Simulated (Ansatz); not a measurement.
Runs of Ansatz 0.2.0 on MnS. It takes space group Fm-3m (No. 225, cubic). Conventional cell: a = 5.209 Å, b = 5.209 Å, c = 5.209 Å, α = 90.00°, β = 90.00°, γ = 90.00°. Around Mn (site symmetry m-3m) lie 6 S at 2.60 Å. S (site symmetry m-3m) is surrounded by 6 Mn at 2.60 Å. 

| task | level | cell | k mesh | smearing | atoms under strain | gap on the mesh (eV) | pressure (GPa) | moment (μB) | relaxed volume (Å³/atom) |
| --- | --- | --- | --- | --- | --- | --- | --- | --- | --- |
| elastic constants | PBEsol | as given | 7 × 7 × 7 | fermi-dirac 0.05 eV | clamped | none | -7.6 | 4.67 | - |
| relaxation of cell and atoms | revPBE+D4 | relaxed | 9 × 9 × 9 | fermi-dirac 0.05 eV | - | - | 0.0 | (a) | 14.99 |
| relaxation of cell and atoms | RPBE+D4 | relaxed | 9 × 9 × 9 | fermi-dirac 0.05 eV | - | none | 0.0 | (b) | 15.20 |
| relaxation of cell and atoms | revPBE+D3(BJ) | relaxed | 9 × 9 × 9 | fermi-dirac 0.05 eV | - | - | 0.0 | 4.42 | 15.82 |
| single point | PBEsol | as given | 9 × 9 × 9 | gaussian 0.1 eV | - | none | -7.3 | (c) | - |

Alike in all rows: potentials or basis Ansatz PAW; spin collinear, ferromagnetic start; cutoff (eV) 420.

Q: Fill in the values left out.

A: (a) 4.13; (b) 4.25; (c) 4.69.

Caveats: a cell with one magnetic atom can't hold antiferromagnetic order, which such compounds often take; the PAW data sets come from PBE, with cores solved anew for the run's functional, which leaves a small shift of forces and pressure; semilocal functionals often make such compounds metallic where correlation or magnetic order opens a gap, which also shifts bond lengths (some runs); the plane-wave basis is chosen anew once the cell has moved, so the energies of steps on either side of that aren't comparable (some runs); the cell is more than 3 GPa from zero pressure, which shifts response properties (some runs); elastic constants of metals need much finer meshes, so these are rough (some runs); the volume moved by over 15 % at a fixed basis, so the end points are rough (some runs).

A gap of «none» marks a metal or a gap under the smearing width.

Runs at the PBE level aren't shown here.
